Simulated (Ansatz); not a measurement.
# Si2Mo (P6_222) in Ansatz: relaxation of cell and atoms with PBEsol+U

Aim: the relaxation of cell and atoms of Si2Mo with PBEsol+U.

Everything below comes from runs of Ansatz 0.2.0. Logs are shortened: lines on timing, memory, paths and dates and some standing lists are left out, and cuts for length are marked.

## Step 1: Starting point

The structure is hexagonal, space group P6_222 (No. 180). The conventional cell has a = 4.585 Å, b = 4.585 Å, c = 6.580 Å, α = 90.00°, β = 90.00°, γ = 120.00°. Mo (site symmetry 222) has 10 Si at 2.57 to 2.67 Å as nearest neighbours. Si (site symmetry 2) has 5 Si at 2.55 to 2.67 Å and 5 Mo at 2.57 to 2.67 Å as nearest neighbours.

Measurements of this composition are mostly on another form, of space group No. 139.

## Step 2: Relaxation of cell and atoms, PBEsol+U

Contents of input.yaml:

```yaml
crystal:
  lattice:
    - [4.5854715599, 0.0, 0.0]
    - [-2.29273578, 3.9711348592, 0.0]
    - [0.0, 0.0, 6.5797601]
  atoms:
    - { symbol: Mo, position: [0.5, 0.5, 0.8333333333] }
    - { symbol: Mo, position: [0.0, 0.5, 0.1666666667] }
    - { symbol: Mo, position: [0.5, 0.0, 0.5] }
    - { symbol: Si, position: [0.16387298, 0.32774596, 0.5] }
    - { symbol: Si, position: [0.67225404, 0.83612702, 0.1666666667] }
    - { symbol: Si, position: [0.83612702, 0.16387298, 0.8333333333] }
    - { symbol: Si, position: [0.83612702, 0.67225404, 0.5] }
    - { symbol: Si, position: [0.32774596, 0.16387298, 0.1666666667] }
    - { symbol: Si, position: [0.16387298, 0.83612702, 0.8333333333] }
hamiltonian:
  xc: pbesol
  pseudopotentials: { kind: paw }
  hubbard: { sites: [{ species: Mo, l: d, u_eff: 6.0 }] }
kpoints:
  mp_grid: { grid: [5, 5, 3] }
scf:
  occupations: { method: fermi_dirac, width: 0.05 }
output:
  forces: true
  stress: true
  eigenvalues: true
relax:
  f_tol: 0.01
  max_steps: 40
  cell: { stress_tol: 0.05 }
```

Potentials or basis: Ansatz PAW.

Started as:

```console
$ ansatz run input.yaml --threads 4 --pin off --max-ram 11264MiB --backend cpu --events-out ev --progress --plain --runs-dir out
```

Log:

```text
Warning: RAYON_NUM_THREADS=4 ignored (pool sized by the plan → 4); use --threads N
Mo: projections on atomic orbitals take those of the free atom [Ar 3d10] 4s2 4p6 4d5 5s1, of charge +0.00 (hamiltonian.pseudopotentials.projection_atoms); the dataset's partial waves leave at most 6.0e-6 of an orbital's norm unspanned inside its sphere
Si: projections on atomic orbitals take those of the free atom [Ne] 3s2 3p2, of charge +0.00 (hamiltonian.pseudopotentials.projection_atoms); the dataset's partial waves leave at most 6.1e-8 of an orbital's norm unspanned inside its sphere
Engine: ansatz 0.2.0, aarch64-unknown-linux-gnu
Pseudopotentials: kind: paw
Pseudopotential: Mo, paw, valence charge 14, recommended cutoff 420 eV (normal), Mo.paw.azcp
Pseudopotential: Si, paw, valence charge 4, recommended cutoff 420 eV (normal), Si.paw.azcp
Functional definition: PBEsol
  exchange = pbesol_x
  correlation = pbesol_c
Crystal: 9 atoms, lattice volume = 119.814 Å³
Basis set: ecut = 420 eV, 2331 PW (Γ), exchange–correlation on 64×64×90 points (8 copies of the dense FFT grid, shifted against one another)
Bands: 42, of which v1, the nominal top of the filled ones, is band 33 counted from 1 (32 counted from 0)
Symmetry: 12 space group operations
Space group: P6222 (ITA 180), of the structure as read, at distance tolerance 4.9e-5 Å
k-points: 10 of 75
Non-local potential: Mo, projectors of the file, l = 0: 3, l = 1: 2, l = 2: 2, l = 3: 1
Non-local potential: Si, projectors of the file, l = 0: 2, l = 1: 2, l = 2: 2
PAW form: soft (Blöchl's): semilocal exchange-correlation on the pseudo side does not see the compensation charge
PAW frozen core: Mo, regenerated for the run's functional, and the local potential with it (the file was generated under x = pbe(κ = 0.804, μ = 0.2195149727645171), c = pbe(β = 0.06672455060314922))
PAW frozen core: Si, regenerated for the run's functional, and the local potential with it (the file was generated under x = pbe(κ = 0.804, μ = 0.2195149727645171), c = pbe(β = 0.06672455060314922))
PAW one-centre angular grid: Mo, 590 points (default); XC on 64 Gauss nodes
PAW one-centre angular grid: Si, 110 points (default); XC on 64 Gauss nodes
Initial density: superposition of atomic densities (chi_scale 0.1, normalization cell, long waves of neutral atoms under a Hubbard term (reshape's long-wave potential 0.00 eV rms, cloud 2.65 Å wide))
Initial wavefunctions: pseudopotential atomic-orbital guess
Functional: x = pbesol(κ = 0.804, μ = 0.12345679012345678), c = pbesol(β = 0.046)
SCF iter   1: F=—  HF=-18407.648447 eV  |F-HF|=—  |Δ(HF+E_count)|=         —  Δρ=9.20e-2  dr2=1.52e1  ethr=3.10e-3  ⟨swp⟩=7.7  Hψ=1886  notcnv=0
preconditioner: auto → Resta (q_TF=auto, 2.470 Å⁻¹)  ε∞=9.3  [insulator: Δε(μ)=0.246 eV  Ē_g=7.626 eV  σ=0.050 eV  W_gap=0.64  n_scr=22 (ndim 8)  ℏωp=22.0 eV  f_vac=0.000  D(μ)=0.94/eV (n_scr^D=2)  ε∞_Penn≈9.3]
SCF iter   2: F=—  HF=-18404.395122 eV  |F-HF|=—  |Δ(HF+E_count)|=    3.25e0  Δρ=2.86e-2  dr2=6.60e-1  ethr=3.10e-3  ⟨swp⟩=3.2  Hψ=982  notcnv=0  defer=14
SCF iter   3: F=—  HF=-18404.833707 eV  |F-HF|=—  |Δ(HF+E_count)|=   4.39e-1  Δρ=1.88e-2  dr2=4.46e-1  ethr=9.99e-4  ⟨swp⟩=2.0  Hψ=579  notcnv=0  defer=16
SCF iter   4: F=—  HF=-18404.973784 eV  |F-HF|=—  |Δ(HF+E_count)|=   1.40e-1  Δρ=4.41e-3  dr2=2.33e-2  ethr=6.76e-4  ⟨swp⟩=3.2  Hψ=776  notcnv=0  defer=19
SCF iter   5: F=—  HF=-18404.980093 eV  |F-HF|=—  |Δ(HF+E_count)|=   6.31e-3  Δρ=8.12e-4  dr2=5.11e-4  ethr=3.53e-5  ⟨swp⟩=2.8  Hψ=804  notcnv=0  defer=19
SCF iter   6: F=—  HF=-18404.980599 eV  |F-HF|=—  |Δ(HF+E_count)|=   5.06e-4  Δρ=2.16e-4  dr2=2.95e-5  ethr=7.74e-7  ⟨swp⟩=2.1  Hψ=600  notcnv=0  defer=19
SCF iter   7: F=—  HF=-18404.980649 eV  |F-HF|=—  |Δ(HF+E_count)|=   5.01e-5  Δρ=5.86e-5  dr2=5.47e-6  ethr=4.46e-8  ⟨swp⟩=3.0  Hψ=775  notcnv=0  defer=19
SCF iter   8: F=-18404.980648 eV  HF=-18404.980648 eV  |F-HF|=7.89e-9  |Δ(HF+E_count)|=   7.55e-7  Δρ=5.78e-6  dr2=2.13e-8  ethr=1.52e-10  ⟨swp⟩=11.4  Hψ=2174  notcnv=0
SCF 1 converged in 8 iterations: F = -18404.980648 eV  dr2 = 2.13e-8
relax step   1: F+E_penalty+E_count = -18404.98064804 eV  Δ(F+E_penalty+E_count) = +0.000e0 eV  max|allowed force component| = 4.021e-3 eV/Å  Δτ_max = 0.0000 Å  P = -2.856 GPa  Ω = 119.814 Å³  (8 SCF iters, dr2 threshold 1.00e-7 eV, accepted)
Crystal: 9 atoms, lattice volume = 117.843 Å³
Initial density: handed on by an earlier stage of this run
Initial wavefunctions: those handed on with the density
iter 1 solved again at ethr=1.61e-6 eV; its pass at ethr=3.10e-3 eV (dr2=1.06e-3 eV) is discarded
SCF iter   1: F=—  HF=-18404.994262 eV  |F-HF|=—  |Δ(HF+E_count)|=         —  Δρ=9.43e-4  dr2=1.05e-3  ethr=1.61e-6  ⟨swp⟩=2.0  Hψ=2007  notcnv=0
preconditioner: auto → Resta (q_TF=auto, 2.477 Å⁻¹)  ε∞=9.8  [insulator: Δε(μ)=1.335 eV  Ē_g=7.471 eV  σ=0.050 eV  W_gap=1.00  n_scr=22 (ndim 8)  ℏωp=22.2 eV  f_vac=0.000  D(μ)=0.00/eV (n_scr^D=0)  ε∞_Penn≈9.8]
SCF iter   2: F=—  HF=-18404.994277 eV  |F-HF|=—  |Δ(HF+E_count)|=   1.52e-5  Δρ=4.93e-4  dr2=1.60e-4  ethr=1.58e-6  ⟨swp⟩=2.0  Hψ=552  notcnv=0
SCF iter   3: F=—  HF=-18404.994440 eV  |F-HF|=—  |Δ(HF+E_count)|=   1.64e-4  Δρ=2.47e-4  dr2=6.75e-5  ethr=2.43e-7  ⟨swp⟩=2.8  Hψ=703  notcnv=0
[... 20 lines left out ...]
SCF iter   4: F=-18404.995374 eV  HF=-18404.995374 eV  |F-HF|=1.22e-9  |Δ(HF+E_count)|=   3.54e-9  Δρ=1.68e-6  dr2=1.44e-9  ethr=1.13e-11  ⟨swp⟩=4.0  Hψ=1321  notcnv=0
SCF 4 converged in 4 iterations: F = -18404.995374 eV  dr2 = 1.44e-9
relax step   4: F+E_penalty+E_count = -18404.99537403 eV  Δ(F+E_penalty+E_count) = -7.409e-6 eV  max|allowed force component| = 1.135e-3 eV/Å  Δτ_max = 0.0002 Å  P = -0.001 GPa  Ω = 118.237 Å³  energy of the carried Pulay correction = +3.353e-4 eV  (4 SCF iters, dr2 threshold 7.44e-9 eV, accepted)
Initial wavefunctions: pseudopotential atomic-orbital guess (no wavefunctions were taken with the density)
iter 1 solved again at ethr=2.96e-7 eV; its pass at ethr=3.10e-3 eV (dr2=1.95e-4 eV) is discarded
SCF iter   1: F=—  HF=-18404.995043 eV  |F-HF|=—  |Δ(HF+E_count)|=         —  Δρ=1.57e-5  dr2=3.40e-8  ethr=2.96e-7  ⟨swp⟩=3.1  Hψ=2914  notcnv=0
eigensolver tolerance schedule: the retry pair's looser diagonalisation over-reported the residual by 5731.92 of it (diagonalisation noise at 1.21 of the residual, at the tolerance the schedule requests for it); recorded, not acted on — ethr = c·dr2/N_el stays at c = 1.0e-1
preconditioner: auto → Resta (q_TF=auto, 2.476 Å⁻¹)  ε∞=9.8  [insulator: Δε(μ)=1.325 eV  Ē_g=7.446 eV  σ=0.050 eV  W_gap=1.00  n_scr=22 (ndim 8)  ℏωp=22.1 eV  f_vac=0.000  D(μ)=0.00/eV (n_scr^D=0)  ε∞_Penn≈9.8]
SCF iter   2: F=—  HF=-18404.995040 eV  |F-HF|=—  |Δ(HF+E_count)|=   3.39e-6  Δρ=8.22e-6  dr2=9.22e-9  ethr=5.16e-11  ⟨swp⟩=2.1  Hψ=751  notcnv=0
SCF iter   3: F=—  HF=-18404.995040 eV  |F-HF|=—  |Δ(HF+E_count)|=   9.26e-9  Δρ=4.50e-7  dr2=1.29e-10  ethr=1.40e-11  ⟨swp⟩=2.2  Hψ=723  notcnv=0
SCF iter   4: F=-18404.995040 eV  HF=-18404.995040 eV  |F-HF|=2.18e-11  |Δ(HF+E_count)|=  8.73e-11  Δρ=2.20e-7  dr2=2.15e-11  ethr=1.00e-12  ⟨swp⟩=5.3  Hψ=1487  notcnv=0
SCF 5 converged in 4 iterations: F = -18404.995040 eV  dr2 = 2.15e-11
relax step   5: F+E_penalty+E_count = -18404.99503958 eV  Δ(F+E_penalty+E_count) = +3.345e-4 eV  max|allowed force component| = 1.159e-3 eV/Å  Δτ_max = 0.0000 Å  P = -0.005 GPa  Ω = 118.237 Å³  stress off target by 1.66e-2 GPa  SCF on the basis re-selected at this cell (its energy is not comparable with the rows above)  (4 SCF iters)
basis re-selected at this cell: Δ(F+E_penalty+E_count) = +3.345e-4 eV, ΔP = -0.004 GPa vs the last step (what re-selecting the basis moved, of the pressure what is left beyond the Pulay correction that the steps carried, after the strain that the cell walked since its last selection, with what the two solves' SCF thresholds leave and, on support functions, any second-order correction that the steps lacked; it is no measure of the basis error at this ecutwfc). This SCF's stress stands 1.66e-2 GPa from its target on what of the cell is left free (relax.cell.stress_tol is 5.00e-2 GPa) and its largest allowed force component is 1.16e-3 eV/Å (relax.f_tol is 1.00e-2 eV/Å): within both
SCF converged after 4 iterations
Free energy (F): -18404.995040 eV
Harris-Foulkes:  -18404.995040 eV  (|F-HF|=2.18e-11)
Internal energy: -18404.995039 eV  (E = F + TS)
E sigma→0 (E₀):  -18404.995039 eV
Entropy (-TS):   -0.000001 eV (-0.000 meV/atom)
Fermi energy:    16.565469 eV
--- Per-component energies (eV) ---
  E_band       = -116.170368
  E_kinetic    = 1603.566608
  E_local      = -3417.555309  (includes V_loc(G=0)·N_el)
  E_nonlocal   = 586.796541
  E_hartree    = 1281.362957
  E_xc         = -892.209513
  E_vxc        = -988.891738  (∫ρ·V_xc dr)
  E_hubbard    = 21.237921  (on-site DFT+U / exact-exchange correction)
  E_vhub       = -10.082649  (the Hubbard potential's part of the band-sum identity)
  E_paw        = -12426.752757  (= ΣΔE_a)
  E_vpaw       = -452.729754  (= ΣTr[D̂ρ^β])
  E_aug_tail   = 0.000078  (compensation charges beyond the density's cutoff)
  E_ewald      = -5162.258826
  E_core_change = 0.817262  (= ΣΔE_core)
  E_smearing   = -0.000001  (= −TS)
  E_closure    = -0.000000  (closes the sum)
  Σ components = -18404.995040   (vs F -18404.995040, Δ=0.00e0)
--- Forces (eV/Å), atoms counted from 1 ---
  atom   1  Mo    -0.00000000     0.00000000    -0.00000000
  atom   2  Mo     0.00000000    -0.00000000    -0.00000000
  atom   3  Mo    -0.00000000    -0.00000000     0.00000000
  atom   4  Si     0.00000000    -0.00115867    -0.00000000
  atom   5  Si     0.00100343     0.00057933     0.00000000
  atom   6  Si     0.00100343    -0.00057933     0.00000000
  atom   7  Si    -0.00000000     0.00115867    -0.00000000
  atom   8  Si    -0.00100343    -0.00057933     0.00000000
  atom   9  Si    -0.00100343     0.00057933     0.00000000
  max |Σ_I F_I| component: 2.20e-16 eV/Å
--- Stress (GPa, compression-positive) ---
        0.000570      -0.000000       0.000000
       -0.000000       0.000570      -0.000000
       -0.000000       0.000000      -0.016615
  P = ⅓ Tr σ = -0.0052 GPa (-0.052 kbar)
--- Band table (eV; the first three rows and the last of 10) ---
  k-point 0: bands = ["-43.8202", "-43.7876", "-43.7876", "-18.1493", "-18.1209", "-18.1209", "-18.1202", "-18.1202", "-18.0247", "-17.9762", "-17.9762", "-17.9326", "2.5963", "5.5721", "5.5721", "9.3113", "9.8737", "9.8737", "10.5971", "10.5971", "11.1176", "11.4737", "11.4737", "11.9410", "13.0062", "13.0062", "13.4475", "13.4475", "13.8616", "13.8616", "14.0612", "14.6128", "15.1995", "18.9687", "18.9687", "19.2249", "19.2258", "19.2799", "19.5019", "19.5019", "19.7180", "19.7180"]
  k-point 1: bands = ["-43.8150", "-43.8024", "-43.7776", "-18.1694", "-18.1339", "-18.1329", "-18.1113", "-18.0397", "-18.0296", "-18.0212", "-17.9638", "-17.9399", "3.0033", "4.1089", "6.9088", "9.5995", "9.6040", "9.7468", "10.0441", "11.0636", "11.1359", "11.1416", "11.2808", "11.3382", "12.7372", "13.2787", "13.3289", "13.6088", "14.2828", "14.5204", "14.5420", "14.7109", "15.7478", "18.5884", "18.8154", "19.0555", "19.1404", "19.2135", "19.3992", "19.5716", "19.5983", "19.7632"]
  k-point 2: bands = ["-43.8174", "-43.7900", "-43.7871", "-18.1715", "-18.1435", "-18.1285", "-18.1111", "-18.0988", "-18.0212", "-17.9791", "-17.9746", "-17.9271", "2.9994", "5.8198", "5.8901", "7.8965", "8.8224", "9.7547", "9.9531", "11.1665", "11.6795", "11.9255", "12.3685", "12.4931", "12.9169", "13.2650", "13.4040", "13.4450", "13.6196", "13.9807", "14.1069", "14.1385", "15.0054", "17.8973", "18.1527", "18.2830", "18.3453", "18.6707", "19.1803", "19.5535", "19.7090", "19.8700"]
  k-point 9: bands = ["-43.8077", "-43.7974", "-43.7887", "-18.1858", "-18.1763", "-18.1486", "-18.1085", "-18.0640", "-18.0449", "-17.9930", "-17.9399", "-17.9229", "5.0324", "5.6667", "5.9070", "6.6646", "7.7773", "8.8572", "9.7601", "10.2426", "11.1428", "12.2559", "12.7059", "12.7284", "13.0845", "13.1685", "13.3792", "13.4102", "14.0764", "14.5767", "14.9109", "15.2031", "15.8667", "17.5511", "17.7212", "18.2095", "18.2949", "18.4809", "18.9051", "19.1833", "19.3792", "19.8010"]
Occupation matrices written to <dir>
--- Relaxed structure (4 steps of the walk, 4 accepted, 1 SCFs on fresh bases) ---
  F+E_penalty+E_count = -18404.99503958 eV   max|allowed force component| = 1.159e-3 eV/Å   (the final SCF, on the basis selected at the relaxed cell)
  cell:  # Å, volume = 118.2374 Å³
    - [4.566848977161076, 2.875037585830869e-11, -1.3435366565602103e-34]
    - [-2.2834244886054362, 3.9550072294540968, 5.42486453232326e-35]
    - [-2.463377135996823e-34, -2.1420670747798457e-35, 6.546224714548958]
  atoms:
    - { symbol: Mo, position: [0.5, 0.5000000000000001, 0.8333333333333335] }
    - { symbol: Mo, position: [9.441409343553049e-36, 0.5000000000000001, 0.16666666666666669] }
    - { symbol: Mo, position: [0.5, -3.7919445619593697e-22, 0.5] }
    - { symbol: Si, position: [0.16383760497563754, 0.32767520995127514, 0.5] }
    - { symbol: Si, position: [0.6723247900487249, 0.8361623950243626, 0.16666666666666669] }
    - { symbol: Si, position: [0.8361623950243626, 0.16383760497563754, 0.8333333333333335] }
    - { symbol: Si, position: [0.8361623950243625, 0.6723247900487253, 0.5] }
    - { symbol: Si, position: [0.3276752099512751, 0.1638376049756375, 0.16666666666666669] }
    - { symbol: Si, position: [0.16383760497563737, 0.8361623950243625, 0.8333333333333335] }
```

Run time: 10 s. Hardware: 4 threads of Arm Neoverse V1, shared host; peak memory 0.43 GiB.

What came out:

```yaml
Free_energy: -18404.9950 eV
Relaxed_volume: 13.14 Å³/atom
Relaxed_cell: a = 4.567 Å, b = 4.567 Å, c = 6.546 Å, α = 90.00°, β = 90.00°, γ = 120.00°
Space_group_after_relaxing_to_0.05_Å: P6_222 (No. 180)
Energy_gained_by_relaxing: 1.6 meV/atom
Ionic_steps: 5
Pressure_after_relaxing: 0.0 GPa
Band_gap_on_the_k_mesh: 1.32 eV, indirect (least direct gap 1.53 eV)
```

Step by step:
```csv
step,energy change (eV),largest force (eV/Å),volume (Å³)
1,0.0000,0.0040,119.81
2,-0.0138,0.0195,117.84
3,-0.0147,0.0039,118.25
4,-0.0147,0.0011,118.24
5,-0.0144,0.0012,118.24
```

Final structure:
```
Mo Si
1.0
     4.56685    0.00000    0.00000
    -2.28342    3.95501    0.00000
     0.00000    0.00000    6.54622
Mo Si
3 6
Direct
  0.50000 0.50000 0.83333
  0.00000 0.50000 0.16667
  0.50000 0.00000 0.50000
  0.16384 0.32768 0.50000
  0.67232 0.83616 0.16667
  0.83616 0.16384 0.83333
  0.83616 0.67232 0.50000
  0.32768 0.16384 0.16667
  0.16384 0.83616 0.83333
```

Levels at points of the mesh, in eV from the valence-band top:
```csv
k point,band 30,band 31,band 32,band 33,band 34,band 35,band 36,band 37
"(0.00, 0.00, 0.00)",-2.03,-1.83,-1.27,-0.69,3.08,3.08,3.34,3.34
```

Eigenvalues of the final occupation matrices:
```
  site  spin  trace               eigenvalues
site 1     1   2.92  0.46 0.53 0.60 0.63 0.70
site 2     1   2.92  0.46 0.53 0.60 0.63 0.70
site 3     1   2.92  0.46 0.53 0.60 0.63 0.70
```

Caveat: odd divisions of the mesh miss points on the zone boundary, where band edges often lie, so the gap on the mesh can be too wide; the plane-wave basis is chosen anew once the cell has moved, so the energies of steps on either side of that aren't comparable; the PAW data sets come from PBE, with cores solved anew for the run's functional, which leaves a small shift of forces and pressure; the U is typed as a test and isn't derived for this compound.
